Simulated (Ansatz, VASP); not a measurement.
## GaP2 in VASP and in Ansatz

```
Ga P
1.0
     0.00000    3.01173    3.01173
     3.01173    0.00000    3.01173
     3.01173    3.01173    0.00000
Ga P
1 2
Direct
  0.50000 0.50000 0.50000
  0.25000 0.25000 0.25000
  0.00000 0.00000 0.00000
```

Alike in both runs: functional PBE; k mesh 14 × 14 × 14; occupations gaussian, width 0.1 eV; no spin polarisation.

Ansatz relaxed the structure, and its values are those at the end. VASP's run is a single point on that final structure, the one shown.

|  | VASP | Ansatz |
| --- | --- | --- |
| version | VASP 6.6.1 | Ansatz 0.2.0 |
| potentials or method | VASP PAW PBE potentials, release 64 (Ga_d, P) | scalar-relativistic, plane waves, PAW |
| plane-wave cutoff (eV) | 520 | 420 |
| valence electrons in the cell | 23 | 23 |

|  | VASP | Ansatz | Ansatz less VASP |
| --- | --- | --- | --- |
| gap on the k mesh at the Fermi level (eV) | none | none | - |
| pressure (GPa) | 0.0 | 0.0 | 0.00 |

A gap of «none» marks a metal or a gap that the smearing closes.
